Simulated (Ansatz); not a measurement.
# A Se vacancy in rocksalt PbSe, 63 atoms, charge +2

All numbers come from Ansatz (PAW, plane waves, no spin–orbit coupling) at the single k point (¼, ¼, ¼) without its symmetry partners. The atoms were relaxed with PBEsol in a fixed cell; other functionals are single points on those atoms unless said otherwise. The valence top and gap of the host come from the perfect supercell at Γ, which can miss a band edge that doesn't fold there, PBEsol gap 0.11 eV, HSE06 gap 0.71 eV, r²SCAN gap 0.52 eV. The charge correction uses an assumed dielectric constant of 210.

Relaxed structure:

```xyz
63
Lattice="12.2000 0.0000 0.0000 0.0000 12.2000 0.0000 0.0000 0.0000 12.2000" Properties=species:S:1:pos:R:3 pbc="T T T"
Se    3.0536    0.0026    0.0045
Se    3.0535    0.0031    6.1045
Se    3.0536    6.1028    0.0040
Se    9.1535    0.0031    0.0042
Se    9.1535    0.0032    6.1042
Se    9.1535    6.1032    0.0043
Se    9.1534    6.1032    6.1043
Se   12.1989    3.0489   12.1881
Se    0.0093    3.0584    6.0845
Se    0.0212    9.1362    0.0013
Se    0.0345    9.1220    6.1010
Se    6.0861    3.0696    0.0073
Se    6.0728    3.0842    6.1076
Se    6.1084    9.1570    0.0203
Se    6.0980    9.1477    6.1240
Se   12.1983   12.1875    3.0498
Se    0.0214    0.0006    9.1371
Se    0.0081    6.0839    3.0588
Se    0.0353    6.1005    9.1223
Se    6.0856    0.0055    3.0715
Se    6.1086    0.0185    9.1589
Se    6.0715    6.1057    3.0866
Se    6.0989    6.1222    9.1502
Se    3.0313    3.0632    3.0647
Se    3.0542    3.0791    9.1284
Se    3.0529    9.1266    3.0809
Se    3.0758    9.1429    9.1444
Se    9.1349    3.0506    3.0517
Se    9.1541    3.0683    9.1389
Se    9.1529    9.1379    3.0697
Se    9.1721    9.1556    9.1570
Pb   12.1805   12.1862   12.1868
Pb   12.1487   12.1712    6.0889
Pb   12.1487    6.0883   12.1705
Pb   12.0209    6.0671    6.0663
Pb    6.1263    0.0190    0.0214
Pb    6.1581    0.0346    6.1192
Pb    6.1580    6.1171    0.0378
Pb    6.2859    6.1387    6.1424
Pb    3.0384    2.9974   12.1803
Pb    3.0170    2.8712    6.0772
Pb    3.0683    9.2076    0.0279
Pb    3.0895    9.3350    6.1313
Pb    9.1361    3.0307   12.1904
Pb    9.1210    2.9982    6.0926
Pb    9.1707    9.1749    0.0177
Pb    9.1856    9.2077    6.1155
Pb    3.0377   12.1791    2.9991
Pb    3.0690    0.0264    9.2094
Pb    3.0150    6.0758    2.8718
Pb    3.0919    6.1299    9.3359
Pb    9.1352   12.1893    3.0318
Pb    9.1713    0.0163    9.1763
Pb    9.1192    6.0916    2.9995
Pb    9.1876    6.1143    9.2088
Pb   12.1591    3.0129    3.0132
Pb   12.1913    3.0373    9.1467
Pb   12.1899    9.1464    3.0379
Pb    0.0146    9.1619    9.1625
Pb    6.0920    3.0437    3.0456
Pb    6.1170    3.0589    9.1703
Pb    6.1152    9.1680    3.0613
Pb    6.1477    9.1927    9.1948
```

Chemical potentials μ are those of reference phases of the elements at zero temperature by the same functional (the usual solids, diamond for C, grey Sn, and the molecules H2, N2, O2, F2, Cl2, Br2 and S8).

```
functional  E(defect) − E(host) − Σ nμ + q·E_VBM (eV)  monopole (eV)  alignment (eV)  formation energy at E_F = VBM (eV)  moment (μB)              wall time, shared host
    PBEsol                                       2.34           0.03           -0.49                                1.88  0 (no spin)  7.8 s on NVIDIA GB200 (relaxation)
     HSE06                                       2.03           0.03           -0.47                                1.59  0 (no spin)                56 s on NVIDIA GB200
    r²SCAN                                       2.48           0.03           -0.49                                2.02  0 (no spin)               5.6 s on NVIDIA GB200
```

Question: How does the monopole term follow by hand for this cubic cell?

Answer: q²·α·e²/(4πε₀)/(2εL) with the Madelung constant α = 2.837 and e²/4πε₀ = 14.40 eV·Å: 4 × 2.837 × 14.40 / (2 × 210 × 12.200) = 0.03 eV.

HSE06 one-electron levels near the gap (the ten most localised at most), from the host's valence top, not corrected for the charge's images:

| level (eV) | spin | filling | atoms sharing it | element of the atom with most weight |
| --- | --- | --- | --- | --- |
| 0.72 | both | 0.00 | 13.9 | Pb |

r²SCAN one-electron levels near the gap (the ten most localised at most), from the host's valence top, not corrected for the charge's images:

```tsv
level (eV)	spin	filling	atoms sharing it	element of the atom with most weight
0.42	both	0.00	14.2	Pb
```

All elements are taken at their own reference at once; growth conditions in equilibrium with the host shift these energies, by up to the host's formation enthalpy.

One k point and a cell of this size can leave errors of several tenths of an eV in such numbers.
